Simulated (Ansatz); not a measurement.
# Stack of 2H-MoTe2 under honeycomb BAs, upper layer turned by 180° in a perpendicular field, part 2 of 2

Aim: how the stack of 2H-MoTe2 under honeycomb BAs, upper layer turned by 180° screens a field along its normal, and what the field does to its bands. A positive field points along +c.

Ansatz 0.2.0; plane-wave DFT, PBE-D3(BJ), Ansatz PAW.

So far. Step 2 (Relaxation): The lattice constant a goes from 3.470 to 3.426 Å.

## 3. Atoms held, field 0, start network

A sawtooth potential applies the field, turning back in the middle of the vacuum. With the dipole correction the typed value is the field outside the slab. The induced dipole is small, so the SCF threshold is tight.

The cell differs from the one that the last finished run ended in (c 44.824 → 25.143 Å).

Input file input.yaml:

```yaml
crystal:
  lattice:
    - [3.4264078523, 0.0, 0.0]
    - [-1.7132039262, 2.9673562438, 0.0]
    - [0.0, 0.0, 25.1434548446]
  atoms:
    - { symbol: Te, position: [0.3333333333, 0.6666666667, 0.3579460363] }
    - { symbol: Mo, position: [0.0, 0.0, 0.4313991599] }
    - { symbol: Te, position: [0.3333333333, 0.6666666667, 0.5048750258] }
    - { symbol: As, position: [0.6666666667, 0.3333333333, 0.6399162236] }
    - { symbol: B, position: [0.0, 0.0, 0.6420539637] }
kpoints:
  mp_grid: { grid: [18, 18, 1] }
  band_path:
    path: [[0, 0, 0], [0.5, 0, 0], [0.33333333, 0.33333333, 0], [0, 0, 0]]
    npoints: 16
hamiltonian:
  xc: pbe
  dispersion: d3bj
scf:
  occupations: { method: fermi_dirac, width: 0.02585 }
  convergence: { dr2_threshold: 1.0e-10 }
efield:
  axis: 3
  dipole_correction: true
  ramp_position: 0.97
  ramp_width: 0.06
  amplitude: 0
output:
  dos: { projected: true, e_range: [-6, 5] }
  write_potential: true
  write_density: true
  volumetric_format: npy
  elf: true
```

Command:

```bash
$ ansatz run input.yaml --threads 2 --pin off --max-ram 4096MiB --backend cpu --events-out ev --progress --plain --runs-dir out
```

Numbers of over 12 decimals in the logs are rounded to 6 here.

What it wrote:

```text
[...]
Crystal: 5 atoms, lattice volume = 255.643 Å³
Basis set: ecut = 420 eV, 5005 PW (Γ)
Bands: 39, of which v1, the nominal top of the filled ones, is band 32 counted from 1 (31 counted from 0)
Symmetry: 6 space group operations
[...]
k-points: 37 of 324 (time reversal used)
[...]
SCF iter   1: F=—  HF=-23929.761546 eV  |F-HF|=—  |Δ(HF+E_count)|=         —  Δρ=3.57e-3  dr2=2.21e-1  ethr=1.77e-3  p=-0.030 e·Å  D=-2.15e-2 V/Å  ΔV_dip=0.54 eV  dr2_dipole=7.42e-2  V_vac-E_F(+/−)=4.72/4.18 eV  ⟨swp⟩=11.1  Hψ=7123  notcnv=0  defer=1
efield: sawtooth ramp at fractional position 0.9700 (set: `efield.ramp_position`, or a place that a band, a saddle search or an elastic batch's reference lends), width 0.0600; the density the first Hamiltonian is built on has a dipole p = -0.030 e·Å; the dipole correction subtracts the counter field D = -2.15e-2 V/Å, which shifts the + side's vacuum level by +0.54 eV against the − side's; the planar-averaged density in the ramp window peaks in size at 2.0e-5 e/Å³
[...]
SCF iter   2: F=—  HF=-23929.778366 eV  |F-HF|=—  |Δ(HF+E_count)|=   1.68e-2  Δρ=4.11e-3  dr2=4.78e-1  ethr=3.45e-4  p=0.039 e·Å  D=2.76e-2 V/Å  ΔV_dip=-0.69 eV  dr2_dipole=1.47e-1  V_vac-E_F(+/−)=4.28/4.97 eV  ⟨swp⟩=3.2  Hψ=2265  notcnv=0  defer=71
[...]
SCF iter  12: F=-23929.741460 eV  HF=-23929.741460 eV  |F-HF|=4.37e-11  |Δ(HF+E_count)|=  2.98e-10  Δρ=8.89e-8  dr2=6.53e-11  ethr=1.00e-12  p=0.004 e·Å  D=3.06e-3 V/Å  ΔV_dip=-0.08 eV  dr2_dipole=1.61e-14  V_vac-E_F(+/−)=4.45/4.53 eV  ⟨swp⟩=11.5  Hψ=4461  notcnv=0
SCF 1 converged in 12 iterations: F = -23929.741460 eV  dr2 = 6.53e-11
[...]
NSCF: frozen V_eff on 49 k-points
efield: sawtooth ramp at fractional position 0.9700 (kept from the solve that this one continues, or follows in the run), width 0.0600; the density the first Hamiltonian is built on has a dipole p = 0.004 e·Å; the dipole correction subtracts the counter field D = 3.06e-3 V/Å, which shifts the + side's vacuum level by -0.08 eV against the − side's; the planar-averaged density in the ramp window peaks in size at 5.3e-7 e/Å³
WARN: The output density's exchange-correlation potential varies sharply where the density is thin. Do not read a vacuum level from v_tot or v_xc, or from such a field of the output density. On a cell that repeats whose density bears no net charge and no dipole along the vacuum's axis use v_es (v_loc + v_h of the components); under efield.dipole_correction with no amplitude use v_es + v_field, which holds any externa [...]
SCF converged after 12 iterations
Free energy (F): -23929.741460 eV
[...]
Internal energy: -23929.741431 eV  (E = F + TS)
E sigma→0 (E₀):  -23929.741445 eV
Entropy (-TS):   -0.000029 eV (-0.006 meV/atom)
Fermi energy:    2.207431 eV
Dipole field:    D = 0.003058 V/Å  (p = 0.004320 e·Å, saw-weighted, corrected)
Work function:   Φ+ = 4.4493 eV   Φ− = 4.5262 eV
Levels:          The Fermi level and band energies are counted from a zero that moves with the ramp; work functions are not
[...]
--- Band table (eV; the first three rows and the last of 37) ---
  k-point 0: bands = [... 28 lower, 0.5179, 1.2720, 1.3070, 1.3070, 4.9041, 5.4126, 5.4126, 5.6691, ... 3 higher]
  k-point 1: bands = [... 28 lower, 0.5584, 1.2443, 1.2559, 1.3469, 5.0484, 5.1960, 5.3463, 5.4432, ... 3 higher]
  k-point 2: bands = [... 28 lower, 0.6768, 1.0731, 1.2355, 1.3657, 4.6671, 4.7097, 5.2135, 5.2789, ... 3 higher]
  k-point 36: bands = [... 28 lower, -0.9620, 0.0096, 1.3733, 2.0762, 2.3349, 3.3980, 3.7325, 4.6611, ... 3 higher]
```

Elapsed: 29 s, on 2 threads of Arm Neoverse V2, shared host; peak memory 0.73 GiB; 57 s of CPU time.

The column dr2 measures how far the density is from self-consistency, as an energy; F and HF (Harris–Foulkes) agree once it is small.

Numbers from this step:

```yaml
dipole_along_the_normal: 0.004320 e·Å
gap_along_the_path: 0.2586 eV
smallest_direct_gap_along_the_path: 0.2586 eV
step_between_the_vacuum_levels: -0.07688 eV
ionisation_energy_upper_face: 4.580 eV
electron_affinity_upper_face: 4.322 eV
ionisation_energy_lower_face: 4.657 eV
gap_the_smaller_of_path_and_mesh: 0.2586 eV
```

Running mean over a fixed 2.7 Å (it still follows the layers) of the planar mean; the ramp of the sawtooth is left out. Electron's electrostatic potential energy less the Fermi level against z:

| z (Å) | electron's electrostatic potential energy less the Fermi level (eV) |
| --- | --- |
| 3.5 | 4.53 |
| 4.0 | 4.53 |
| 4.5 | 4.52 |
| 5.0 | 4.52 |
| 5.5 | 4.50 |
| 6.0 | 4.44 |
| 6.5 | 4.17 |
| 7.0 | 3.13 |
| 7.5 | 1.72 |
| 8.0 | 0.705 |
| 8.5 | -0.971 |
| 9.0 | -2.81 |
| 9.5 | -5.41 |
| 10.0 | -7.31 |
| 10.5 | -8.38 |
| 11.0 | -8.61 |
| 11.5 | -7.82 |
| 12.0 | -6.29 |
| 12.5 | -3.79 |
| 13.0 | -1.67 |
| 13.5 | -0.113 |
| 14.0 | 0.396 |
| 14.5 | -0.453 |
| 15.0 | -1.83 |
| 15.5 | -3.62 |
| 16.0 | -4.25 |
| 16.5 | -3.97 |
| 17.0 | -2.41 |
| 17.5 | 0.198 |
| 18.0 | 2.77 |
| 18.5 | 4.02 |
| 19.0 | 4.35 |
| 19.5 | 4.42 |
| 20.0 | 4.44 |
| 20.5 | 4.45 |
| 21.0 | 4.45 |
| 21.5 | 4.45 |
| 22.0 | 4.45 |

The density of states has structure finer than the step of the table below, so its rows give means over 0.25 eV, whole bins alone (the curve runs from -6 to 2.11 eV). Peaks (eV: height): -3.790: 8.01, -3.660: 7.73, -3.570: 8.40, -2.170: 7.83, -1.310: 7.19, -0.820: 7.88, 1.860: 10.3.

Table of density of states by energy, zero at the Fermi level of the run, which the smearing sets inside the gap; means over each step:

| energy (eV) | density of states (states/eV a cell) |
| --- | --- |
| -5.75 | 1.56 |
| -5.50 | 1.63 |
| -5.25 | 3.35 |
| -5.00 | 3.57 |
| -4.75 | 3.88 |
| -4.50 | 1.94 |
| -4.25 | 2.40 |
| -4.00 | 2.28 |
| -3.75 | 5.84 |
| -3.50 | 3.57 |
| -3.25 | 2.86 |
| -3.00 | 3.77 |
| -2.75 | 3.09 |
| -2.50 | 3.56 |
| -2.25 | 5.09 |
| -2.00 | 2.58 |
| -1.75 | 3.12 |
| -1.50 | 4.60 |
| -1.25 | 4.30 |
| -1.00 | 3.25 |
| -0.75 | 2.61 |
| -0.50 | 3.38 |
| -0.25 | 1.60 |
| 0.00 | 6.1e-4 |
| 0.25 | 0.189 |
| 0.50 | 0.370 |
| 0.75 | 0.648 |
| 1.00 | 2.41 |
| 1.25 | 4.18 |
| 1.50 | 3.16 |
| 1.75 | 5.62 |

Projected DOS per atom over height of the atomic layer and energy from the Fermi level. Layers: Te Mo Te BAs from below.

Values in states/eV, 22 rows by 4 columns, each cell a mean:
```
0.83 2.67 0.79 0.43
0.46 2.28 0.46 0.23
0.50 1.94 0.45 0.35
0.05 0.18 0.04 0.33
0.01 0.02 0.00 0.15
0.00 0.00 0.00 0.02
0.48 1.11 0.47 0.04
0.43 1.39 0.55 0.01
0.60 1.56 0.64 0.17
0.90 1.99 1.03 0.53
0.78 1.11 0.50 0.26
1.09 1.36 0.98 0.38
0.65 1.11 0.77 0.46
0.81 0.97 0.71 0.56
0.71 0.66 0.63 0.28
1.22 1.21 1.32 0.54
0.65 0.44 0.44 0.67
0.34 0.23 0.26 0.59
0.79 0.71 0.92 0.50
1.06 0.74 1.12 0.33
0.41 0.33 0.52 0.35
0.28 0.18 0.33 0.30
```
Columns: height of the atomic layer (Å) from 9 to 16.1 (not evenly spaced); rows upwards: energy from the Fermi level (eV) from -5.96 to 2.05.

Electronic bands along the path, in eV, zero at the Fermi level of the run, which the smearing sets inside the gap:

| point | band 29 | band 30 | band 31 | band 32 | band 33 | band 34 | band 35 | band 36 |
| --- | --- | --- | --- | --- | --- | --- | --- | --- |
| Γ | -1.69 | -0.94 | -0.90 | -0.90 | 2.70 | 3.21 | 3.21 | 3.46 |
| halfway | -1.77 | -1.48 | -1.15 | -0.98 | 1.24 | 2.12 | 2.14 | 2.44 |
| M | -2.31 | -1.59 | -1.10 | -0.24 | 0.93 | 1.47 | 1.68 | 1.74 |
| halfway | -2.38 | -2.18 | -1.34 | -0.37 | 0.69 | 1.43 | 2.03 | 2.17 |
| K | -3.17 | -2.20 | -0.83 | -0.13 | 0.13 | 1.19 | 1.53 | 2.45 |
| halfway | -2.61 | -1.71 | -1.08 | -0.70 | 1.00 | 1.75 | 1.86 | 3.14 |
| Γ | -1.69 | -0.94 | -0.90 | -0.90 | 2.70 | 3.21 | 3.21 | 3.46 |

ELF in the ca plane at fractional y = 1.000, with atoms of Mo and B within 0.2 Å of it. It is the smooth field of the valence electrons, not physical close to the nuclei.

Ten even steps from '0' (0.00) to '9' (0.79), each cell a mean:
```
00000000000000000012333887852321000146422665
00000000000000001245553478634554310147999874
00000000000000125676675333246766641137899864
00000000000001257876666533466667861136666664
00000000000001368976567544466667862135666654
00000000000000246876676322357667751136788764
00000000000000013456664355435666520147999974
00000000000000000123433689843442100147766775
00000000000000000011223875862221000146200465
```
Columns run along c (16.0 Å, from fractional 0.08 to 0.71 of the cell), rows up along a (3.4 Å). Atoms in or near the plane, at fractional coordinates: Mo at (0.43, 0.00), B at (0.64, 0.00).

Electrostatic potential energy in the ca plane at fractional y = 1.000, with atoms of Mo and B within 0.2 Å of it. With pseudopotentials it is smooth inside the atoms' cores, unlike the true potential.

Ten even steps from '0' (-50 eV) to '9' (7 eV), each cell a mean:
```
99998610004899999999830169999999999999999999
99999851137899999999976689999999999999999999
98888887788888899999988899999999999999999999
98667899999876789999987889999999999999999999
97667899999866789999987789999999999999999999
98778888888877899999988899999999999999999999
99888875468888999999987889999999999999999999
99999720016899999999852379999999999999999999
99998600004899999999720058999999999999999999
```
Columns run along c (16.0 Å, from fractional 0.32 to 0.96 of the cell; values clipped at the 3rd and 97th percentile), rows up along a (3.4 Å). Atoms in or near the plane, at fractional coordinates: Mo at (0.43, 0.00), B at (0.64, 0.00).

Valence density in the ca plane at fractional y = 1.000, with atoms of Mo and B within 0.2 Å of it. It is the smooth field of the valence electrons, not physical close to the nuclei.

Values in e/Å³, 5 rows by 16 columns, each cell a mean:
```
0.0 0.0 0.0 0.0 0.0 0.0 0.1 0.2 2.1 3.7 0.3 0.1 0.0 0.2 0.6 0.2
0.0 0.0 0.0 0.0 0.0 0.0 0.2 0.4 0.4 0.5 0.4 0.3 0.1 0.2 0.4 0.1
0.0 0.0 0.0 0.0 0.0 0.0 0.3 0.5 0.3 0.2 0.4 0.4 0.1 0.2 0.4 0.1
0.0 0.0 0.0 0.0 0.0 0.0 0.1 0.3 0.6 1.0 0.3 0.2 0.1 0.2 0.5 0.2
0.0 0.0 0.0 0.0 0.0 0.0 0.1 0.2 2.7 4.6 0.3 0.1 0.0 0.2 0.5 0.2
```
Columns run along c (16.0 Å, from fractional 0.08 to 0.71 of the cell), rows up along a (3.4 Å). Atoms in or near the plane, at fractional coordinates: Mo at (0.43, 0.00), B at (0.64, 0.00).

The gap is 0.26 eV, with the valence edge 4.58 eV and the conduction edge 4.32 eV under the upper vacuum level. Spin-orbit coupling, left out in this run, matters for the bands of elements this heavy.

## 4. Single point, field 0.1 V/Å

Changes to input.yaml since step 3:

```diff
@@ -25,7 +25,6 @@
   dipole_correction: true
-  ramp_position: 0.97
-  ramp_width: 0.06
-  amplitude: 0
+  ramp_position: 0.9537
+  ramp_width: 0.0829
+  amplitude: 0.1
 output:
-  dos: { projected: true, e_range: [-6, 5] }
   write_potential: true
@@ -33,2 +32 @@
   volumetric_format: npy
-  elf: true
```

What it wrote:

```text
[...]
Crystal: 5 atoms, lattice volume = 255.643 Å³
Basis set: ecut = 420 eV, 5005 PW (Γ)
Bands: 39, of which v1, the nominal top of the filled ones, is band 32 counted from 1 (31 counted from 0)
Symmetry: 6 space group operations
[...]
k-points: 37 of 324 (time reversal used)
[...]
k-point 0: bands = [... 28 lower, 0.5034, 1.2593, 1.2923, 1.2923, 4.9417, 5.3992, 5.3992, 5.6536, ... 3 higher]
  k-point 1: bands = [... 28 lower, 0.5440, 1.2296, 1.2389, 1.3357, 5.0806, 5.1863, 5.3282, 5.4304, ... 3 higher]
  k-point 2: bands = [... 28 lower, 0.6623, 1.0583, 1.2147, 1.3570, 4.6548, 4.6903, 5.2493, 5.2643, ... 3 higher]
  k-point 36: bands = [... 28 lower, -0.9777, -0.0074, 1.4039, 2.0681, 2.3735, 3.3841, 3.7189, 4.6463, ... 3 higher]
[key lines of the parts left out:]
SCF converged after 15 iterations
Free energy (F): -23929.744527 eV
Fermi energy:    2.222540 eV
Dipole field:    D = 0.040350 V/Å  (p = 0.057005 e·Å, saw-weighted, corrected)
```

Elapsed: 32 s, on 2 threads; peak memory 0.72 GiB.

The dipole is 0.0570 e·Å, 0.0527 e·Å from its value without field, and the gap 0.305 eV.

## 5. Single point, field -0.1 V/Å

Changes to input.yaml since step 4:

```diff
@@ -27,3 +27,3 @@
   ramp_width: 0.0829
-  amplitude: 0.1
+  amplitude: -0.1
 output:
```

What it wrote:

```text
[...]
Crystal: 5 atoms, lattice volume = 255.643 Å³
Basis set: ecut = 420 eV, 5005 PW (Γ)
Bands: 39, of which v1, the nominal top of the filled ones, is band 32 counted from 1 (31 counted from 0)
Symmetry: 6 space group operations
[...]
k-points: 37 of 324 (time reversal used)
[...]
k-point 0: bands = [... 28 lower, 0.5297, 1.2825, 1.3191, 1.3191, 4.8661, 5.4232, 5.4232, 5.6821, ... 3 higher]
  k-point 1: bands = [... 28 lower, 0.5702, 1.2564, 1.2702, 1.3558, 5.0131, 5.2042, 5.3592, 5.4530, ... 3 higher]
  k-point 2: bands = [... 28 lower, 0.6885, 1.0852, 1.2537, 1.3721, 4.6735, 4.7284, 5.1774, 5.2907, ... 3 higher]
  k-point 36: bands = [... 28 lower, -0.9490, 0.0244, 1.3409, 2.0827, 2.2956, 3.4094, 3.7438, 4.6732, ... 3 higher]
[key lines of the parts left out:]
SCF converged after 16 iterations
Free energy (F): -23929.743666 eV
Fermi energy:    2.191196 eV
Dipole field:    D = -0.034312 V/Å  (p = -0.048475 e·Å, saw-weighted, corrected)
```

Run time: 32 s. Hardware: 2 threads; peak memory 0.72 GiB; 64 s of CPU time.

The dipole is -0.0485 e·Å, -0.0528 e·Å from its value without field, and the gap 0.213 eV.

## 6. Response, atoms held

This step: plane-wave DFT, PBE-D3(BJ), Ansatz PAW; response to a field along the normal, atoms held (Ansatz 0.2.0).

The dipoles give the slope, and the difference of two potentials shows where the field is screened.

Numbers from this step:

```yaml
equivalent_conductor_thickness_p_eps_0ae: 9.386 Å
distance_between_the_outer_atoms: 7.143 Å
```

Table of dipole of the cell by applied field:

| applied field (V/Å) | dipole of the cell (e·Å) |
| --- | --- |
| -0.1000 | -0.0485 |
| 0.0000 | 0.00432 |
| 0.1000 | 0.0570 |

Local field over the applied field, running mean. From the potentials at -0.1 and 0.1 V/Å; running mean over 2.8 Å. The local field over applied field by z:

z (Å), local field over applied field and a bar:
```
      4.5      0.996 ##############################
      5.0      0.988 ##############################
      5.5      0.968 #############################
      6.0      0.923 ############################
      6.5      0.831 #########################
      7.0      0.694 #####################
      7.5      0.537 ################
      8.0      0.375 ###########
      8.5      0.225 ######
      9.0      0.114 ###
      9.5      0.057 #
     10.0      0.035 
     10.5      0.025 
     11.0      0.023 
     11.5      0.026 
     12.0      0.031 
     12.5      0.050 #
     13.0      0.090 ##
     13.5      0.131 ###
     14.0      0.152 ####
     14.5      0.156 ####
     15.0      0.149 ####
     15.5      0.127 ###
     16.0      0.134 ###
     16.5      0.209 ######
     17.0      0.342 ##########
     17.5      0.497 ###############
     18.0      0.662 ####################
     18.5      0.815 ########################
     19.0      0.917 ############################
     19.5      0.967 #############################
     20.0      0.988 ##############################
     20.5      0.996 ##############################
     21.0      0.999 ##############################
```

Electrons, planar mean, per unit field. Induced electron density against z:

z (Å), induced electron density (e/Å³ per V/Å) and a bar from the least value:
```
      4.5    0.00002 ################
      5.0    0.00005 ################
      5.5    0.00013 ################
      6.0    0.00033 #################
      6.5    0.00082 ####################
      7.0    0.00183 ########################
      7.5    0.00317 ##############################
      8.0    0.00291 #############################
      8.5    0.00086 ####################
      9.0    0.00072 ###################
      9.5    0.00028 #################
     10.0   -0.00057 #############
     10.5   -0.00014 ###############
     11.0    0.00038 ##################
     11.5    0.00023 #################
     12.0   -0.00004 ################
     12.5   -0.00024 ###############
     13.0   -0.00059 #############
     13.5   -0.00104 ###########
     14.0   -0.00102 ###########
     14.5    0.00043 ##################
     15.0    0.00150 #######################
     15.5    0.00028 #################
     16.0    0.00016 #################
     16.5   -0.00020 ###############
     17.0   -0.00318 ##
     17.5   -0.00358 
     18.0   -0.00207 #######
     18.5   -0.00091 ############
     19.0   -0.00035 ##############
     19.5   -0.00013 ###############
     20.0   -0.00004 ################
     20.5   -0.00001 ################
     21.0    0.00000 ################
```

The smaller of the gaps on the path and on the k-mesh, counted as 0 under 0.03 eV. Table of gap by applied field:

| applied field (V/Å) | gap (eV) |
| --- | --- |
| -0.1000 | 0.213 |
| 0.0000 | 0.259 |
| 0.1000 | 0.305 |

By hand: between -0.1 and 0.1 V/Å the dipole changes by 0.1055 e·Å, a slope of 0.5274 e·Å²/V. A perfect conductor of thickness t has p = ε₀AEt, so t = 180.95 × 0.5274 / 10.167 = 9.39 Å (e/ε₀ = 180.95 V·Å, A in Å²).

The induced dipole is that of a conductor 9.39 Å thick.

## 7. Results

* gap without field: 0.259 eV
* ionisation energy, upper face: 4.58 eV
* electron affinity, upper face: 4.32 eV
* step between the vacuum levels: -0.0769 eV
* equivalent conductor thickness, atoms held: 9.39 Å

**Reading.** The induced dipole equals that of a perfect conductor 9.39 Å thick, while the outer atoms lie 7.14 Å apart; an out-of-plane ε follows only once a thickness t is chosen, by 1 − 1/ε = 9.39 Å / t. The two faces differ: the vacuum level above lies 0.08 eV lower than the one below. The gap goes from 0.26 eV to 0.21 eV at -0.1 V/Å. Semilocal functionals give gaps that are too small, and excitons are not included. Spin-orbit coupling is left out, which matters for the bands of elements this heavy.

[Logs are printed without paths, hosts, clocks, repeated set-up lines and the standing remarks that a program may print on its own settings, such as how far it seeks lower states.]

[Hosts, paths, dates, database ids (printed as entryN), source tags and the programs' standing remarks are cut or masked in the printed files.]

[Maps of the electrostatic potential energy from Ansatz leave out the sawtooth potential of an applied field or a dipole correction, so their vacuum need not be flat; planar profiles and work functions include it.]
